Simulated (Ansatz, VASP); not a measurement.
## MgO: VASP beside Ansatz

```
CELL_PARAMETERS angstrom
3.34869 0.00000 0.00000
-1.67435 2.90005 0.00000
0.00000 0.00000 4.88473
ATOMIC_POSITIONS crystal
Mg 0.33333 0.66667 0.99186
Mg 0.66667 0.33333 0.49186
O 0.33333 0.66667 0.40094
O 0.66667 0.33333 0.90094
```

Alike in both runs: task single point; functional PBEsol; k mesh 9 × 9 × 6; occupations gaussian, width 0.05 eV; no spin polarisation.

|  | VASP | Ansatz |
| --- | --- | --- |
| version | VASP 6.6.1 | Ansatz 0.2.0 |
| potentials or method | VASP PAW PBE potentials, release 64 (Mg, O) | scalar-relativistic, plane waves, PAW |
| plane-wave cutoff (eV) | 520 | 520 |
| valence electrons in the cell | 16 | 32 |

```tsv
	VASP	Ansatz	Ansatz less VASP
gap on the k mesh at the Fermi level (eV)	3.21	3.22	+0.007
least direct gap on the mesh (eV)	3.21	3.22	+0.007
pressure (GPa)	-1.3	-1.0	+0.34
largest component of the traceless stress (GPa)	1.02	0.98	-0.042
rms of the force components (eV/Å)	0.027	0.028	+0.0006
```

Atom by atom the forces differ by 0.001 eV/Å (rms over components). With one functional, cell and mesh, what is left measures potentials, basis and numerics. The two sets of potentials don't hold the same shells in valence. Ansatz warned: «pseudo_functional_mismatch».

Caveats: the PAW data sets were made with another functional, which shifts forces and pressure a little (VASP); an odd mesh through Γ misses points on the zone boundary, where band edges often lie.
